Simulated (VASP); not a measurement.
Set up this calculation in VASP 6.6.1, as the native input.

| Item | Value |
| --- | --- |
| Task | single point |
| Functional | PBE |
| Potentials or basis | VASP PAW PBE potentials, release 64 (Al, N) |
| Cutoff | 520 eV |
| k mesh | 2 × 2 × 2, shifted |
| Occupations | gaussian, width 0.01 eV |
| Spin | no spin polarisation |
| Dipole correction | no |
| Further INCAR settings | LREAL = Auto; ALGO = Fast; EDIFF = 1e-07; NBANDS = 126 |

The structure of AlN lies in POSCAR:

```
AlN
1.0
    3.1302084199     -5.4216800216      5.0180433219
    3.1302084199      5.4216800216      5.0180433219
   -6.2604168399      0.0000000000      5.0180433219
Al N
24 24
Direct
    0.6664114086      0.3330780753      0.4997447420
    0.9997447420      0.6664114086      0.8330780753
    0.3330780753      0.4997447420      0.6664114086
    0.8330780753      0.4997447420      0.1664114086
    0.1664114086      0.3330780753      0.9997447420
    0.4997447420      0.6664114086      0.3330780753
    0.8330780753      0.9997447420      0.6664114086
    0.1664114086      0.8330780753      0.4997447420
    0.4997447420      0.1664114086      0.8330780753
    0.6664114086      0.8330780753      0.9997447420
    0.9997447420      0.1664114086      0.3330780753
    0.3330780753      0.9997447420      0.1664114086
    0.6664114086      0.4997447420      0.8330780753
    0.9997447420      0.8330780753      0.1664114086
    0.3330780753      0.6664114086      0.9997447420
    0.8330780753      0.6664114086      0.4997447420
    0.1664114086      0.4997447420      0.3330780753
    0.4997447420      0.8330780753      0.6664114086
    0.8330780753      0.1664114086      0.9997447420
    0.1664114086      0.9997447420      0.8330780753
    0.4997447420      0.3330780753      0.1664114086
    0.6664114086      0.9997447420      0.3330780753
    0.9997447420      0.3330780753      0.6664114086
    0.3330780753      0.1664114086      0.4997447420
    0.7935885914      0.4602552580      0.6269219247
    0.1269219247      0.7935885914      0.9602552580
    0.4602552580      0.6269219247      0.7935885914
    0.9602552580      0.6269219247      0.2935885914
    0.2935885914      0.4602552580      0.1269219247
    0.6269219247      0.7935885914      0.4602552580
    0.9602552580      0.1269219247      0.7935885914
    0.2935885914      0.9602552580      0.6269219247
    0.6269219247      0.2935885914      0.9602552580
    0.7935885914      0.9602552580      0.1269219247
    0.1269219247      0.2935885914      0.4602552580
    0.4602552580      0.1269219247      0.2935885914
    0.4602552580      0.2935885914      0.6269219247
    0.7935885914      0.6269219247      0.9602552580
    0.1269219247      0.4602552580      0.7935885914
    0.6269219247      0.4602552580      0.2935885914
    0.9602552580      0.2935885914      0.1269219247
    0.2935885914      0.6269219247      0.4602552580
    0.6269219247      0.9602552580      0.7935885914
    0.9602552580      0.7935885914      0.6269219247
    0.2935885914      0.1269219247      0.9602552580
    0.4602552580      0.7935885914      0.1269219247
    0.7935885914      0.1269219247      0.4602552580
    0.1269219247      0.9602552580      0.2935885914
```

The cell is a database's computed one.

The cell isn't the ideal one: the perfect crystal in a cell of 48 atoms.

These files were run (other wordings do the same):

INCAR

```
  ALGO = Fast
  EDIFF = 1E-7
  ENCUT = 520
  GGA = PE
  ISIF = 2
  ISMEAR = 0
  LASPH = True
  LCHARG = False
  LREAL = Auto
  LWAVE = False
  NBANDS = 126
  NELM = 100
  PREC = Accurate
  SIGMA = 0.01
```

KPOINTS

```
Automatic mesh
0
Gamma
  2 2 2
  0.5 0.5 0.5
```

Potentials or basis: VASP PAW PBE potentials, release 64 (Al, N).

Run with:

```bash
$ cat potpaw_PBE.64/Al/POTCAR potpaw_PBE.64/N/POTCAR > POTCAR
$ mpirun -np 1 vasp_std > vasp.out
```

Results of the run:

```
Pressure               : -0.2 GPa
Band gap on the k mesh : 5.18 eV
```

Wall time 3.6 min on 1 thread of Intel(R) Xeon(R) Platinum 8488C (Sapphire Rapids), on a shared host, peak memory 0.49 GiB.
